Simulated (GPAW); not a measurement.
PbS (Galena):

```
Pb S
1.0
     0.00000    2.96575    2.96575
     2.96575    0.00000    2.96575
     2.96575    2.96575    0.00000
Pb S
1 1
Direct
  0.00000 0.00000 0.00000
  0.50000 0.50000 0.50000
```

Program: GPAW 26.7.0. Alike in all runs: cell as given; cutoff (eV) 600; smearing fermi-dirac 0.05 eV.

Order these runs on this cell by their pressure, lowest first.
A. level PBE; potentials or basis GPAW PAW data sets (gpaw-data 1.2.1), pw; spin SOC, no magnetisation; k mesh 6 × 6 × 6; band path GXWKGLUWLK,UX; band points 80; spin axis theta (degrees) 0; spin axis phi (degrees) 0
B. level OLYP; potentials or basis PAW data sets generated in the run's folder for this functional, pw; spin SOC, no magnetisation; k mesh 6 × 6 × 6; eigensolver davidson; band path GXWKGLUWLK,UX; band points 80; spin axis theta (degrees) 54.7; spin axis phi (degrees) 45
C. level PBEsol; potentials or basis PAW data sets generated in the run's folder for this functional, pw; spin off; k mesh 8 × 8 × 8

C (-1.1 GPa), A (2.0 GPa), B (3.5 GPa).

Caveats: spin-orbit coupling was added after a scalar SCF, so levels and gaps hold it while energy, forces, pressure and moments don't (some runs).
